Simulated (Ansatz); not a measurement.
Calculated 201Hg nuclear quadrupole resonance for HgTe under strain

Cell: a COD entry, relaxed with PBE at fixed cell and then changed (z stretched by 1 %, ions relaxed).

```
Hg Te
1.0
     0.00000    2.92150    2.95072
     2.92150    0.00000    2.95072
     2.92150    2.92150    0.00000
Hg Te
1 1
Direct
  0.00000 0.00000 0.00000
  0.50000 0.50000 0.50000
```

Atoms are numbered from 1 in the order listed; like atoms form one site, named after its first atom.

All values are calculated (Ansatz; DFT, PBE, plane waves and PAW, scalar-relativistic, 420 eV cutoff, Γ-centred 14×14×14 k-points, Fermi–Dirac smearing 0.05 eV), not measured.

201Hg: I = 3/2, Q = 387.0 mb (year-2017 value). Static lattice, zero field.

**Question.** At which frequencies do the 201Hg NQR lines lie?

**Answer.** For I = 3/2 there is one line, ν = (|C_Q|/2)(1 + η²/3)^½.

| site | atoms | V_zz (10²¹ V/m²) | C_Q (MHz) | η | line frequencies (MHz) |
| --- | --- | --- | --- | --- | --- |
| Hg | 1 | 1.09 | 10.2 | 0.00 | 5.10 |

An axis of threefold or higher order runs through Hg, so V_zz lies along it and η is zero.

The run finds no gap above 0.1 eV (a metal, or nearly one), so the gradients can move by 10 % or more with the k-mesh. Spin–orbit coupling is left out, which shifts gradients on Hg by a few per cent in wide-gap crystals, and can shift them far more where the calculated gap is small or absent, as here. At this changed cell the PBE pressure is 10 GPa.
